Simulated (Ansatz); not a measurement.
BN:

```
N B
1.0
     4.88009    0.00000    0.00000
     0.00000    2.59146    0.00000
     0.00000    0.00000    4.29205
N B
4 4
Cartesian
  1.5671 1.9436 0.4570
  3.3129 0.6479 3.8350
  0.8729 0.6479 2.6031
  4.0072 1.9436 1.6890
  1.6612 0.6479 3.8933
  0.7788 1.9436 1.7473
  4.1013 0.6479 2.5448
  3.2188 1.9436 0.3987
```

Measurements of this composition are mostly on another form, of space group No. 194.

Base run:

* Program: Ansatz 0.2.0
* Functional: LDA
* Potentials or basis: all-electron LAPW, scalar-relativistic
* Cutoff: 440 eV (chosen from the basis error)
* Basis error allowed: 0.002 eV/atom
* k mesh: 6 × 10 × 6
* Occupations: fermi-dirac, width 0.05 eV
* Spin: no spin polarisation

Its results: band gap on the k mesh 5.52 eV, indirect (least direct gap 6.10 eV); pressure -11.5 GPa; largest force 0.119 eV/Å.

Q: The run is repeated on the same cell with these changes: functional from LDA to PBE. What comes out?

A: Band gap on the k mesh 5.67 eV, indirect (least direct gap 6.27 eV); pressure -0.1 GPa; largest force 0.060 eV/Å.

PBE binds less tightly than LDA, so the same cell stands under more pressure.

A k mesh can miss the band edges.
